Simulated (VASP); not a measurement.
Wanted: the native input for a VASP 6.6.1 run.

| Quantity | Value |
| --- | --- |
| Task | single point |
| Functional | MS2 |
| Potentials or basis | VASP PAW PBE potentials, release 64 (Be, H) |
| Cutoff | 520 eV |
| k mesh | 8 × 8 × 7 |
| Occupations | tetrahedron |
| Spin | collinear spin, zero start |
| Starting moments | [0.0, 0.0, 0.0, 0.0, 0.0] μB |
| Further INCAR settings | LREAL = Auto; ALGO = Normal; EDIFF = 1e-06; NBANDS = 16 |

The structure of Be3H2 lies in Be3H2.cif:

```cif
data_Be3H2
_cell_length_a 3.70980888
_cell_length_b 3.70980888
_cell_length_c 3.59979000
_cell_angle_alpha 90.00000000
_cell_angle_beta 90.00000000
_cell_angle_gamma 120.00000000
_space_group_name_H-M_alt 'P321'
_space_group_name_Hall 'P 3 2"'
_space_group_IT_number 150
loop_
_space_group_symop_operation_xyz
'x,y,z'
'-y,x-y,z'
'-x+y,-x,z'
'y,x,-z'
'x-y,-y,-z'
'-x,-x+y,-z'
loop_
_atom_site_label
_atom_site_type_symbol
_atom_site_symmetry_multiplicity
_atom_site_Wyckoff_symbol
_atom_site_fract_x
_atom_site_fract_y
_atom_site_fract_z
_atom_site_occupancy
Be1 Be 3 e 0.3314200000 0.3314200000 0.0000000000 1
H1 H 2 d 0.3333333333 0.6666666667 0.2574400000 1
```

The structure of Be3H2 lies in POSCAR:

```
Be H 
 1.0000000000000000
     3.7098088800000002    0.0000000000000000    0.0000000000000000
    -1.8549044399999992    3.2127887332650964    0.0000000000000000
     0.0000000000000000    0.0000000000000000    3.5997900000000000
 Be  H  
   3   2
Cartesian
  0.6147524295048004  1.0647824419787182  0.0000000000000000
  2.4803040209903999  0.0000000000000000  0.0000000000000000
 -1.2401520104951993  2.1480062912863782  0.0000000000000000
 -0.0000000001854898  2.1418591556171571  0.9267299376000000
  1.8549044401854908  1.0709295776479391  2.6730600623999998
```

The cell was built by a generator and needn't be a form met in nature.

One way to write it, as run:

INCAR

```
PREC     = Accurate       # precision mode
ENCUT    = 520            # plane-wave cutoff, eV
EDIFF    = 1E-6           # SCF threshold, eV
ISMEAR   = -5             # smearing method
SIGMA    = 0.05           # smearing width, eV
LREAL    = Auto         
LASPH    = T              # aspherical terms in the spheres
NELM     = 80             # most SCF steps
ALGO     = Normal         # electronic algorithm
ISIF     = 2              # what is computed and relaxed
LWAVE    = F              # write WAVECAR
LCHARG   = F              # write CHGCAR
ISPIN    = 2              # spin polarisation
MAGMOM   = 0 0 0 0 0      # initial moments
LORBIT   = 11             # projections on sites
METAGGA  = MS2            # meta-GGA
LMIXTAU  = T            
NBANDS   = 16             # bands
```

KPOINTS

```
Automatic mesh
0
Gamma
  8 8 7
```

Potentials or basis: VASP PAW PBE potentials, release 64 (Be, H).

The run is started by

```sh
$ ase convert -i cif -o vasp Be3H2.cif POSCAR
$ cat potpaw_PBE.64/Be/POTCAR potpaw_PBE.64/H/POTCAR > POTCAR
$ mpirun -np 1 vasp_std > vasp.out
```

It gave:

- Pressure: -0.9 GPa
- Largest force: 0.195 eV/Å
- Band gap on the k mesh: none (metal or under the smearing width)
- Net moment: 0.00 μB per cell
- Valence electrons inside the program's atomic spheres: Be 1.16; H 0.56

Caveat: the PAW data sets were made with another functional, which shifts forces and pressure a little; tetrahedron occupations give inexact forces and stress in metals.

Run time: 2.9 min on 1 thread of Intel(R) Xeon(R) 6975P-C (Granite Rapids) (shared host), peak memory 0.21 GiB.
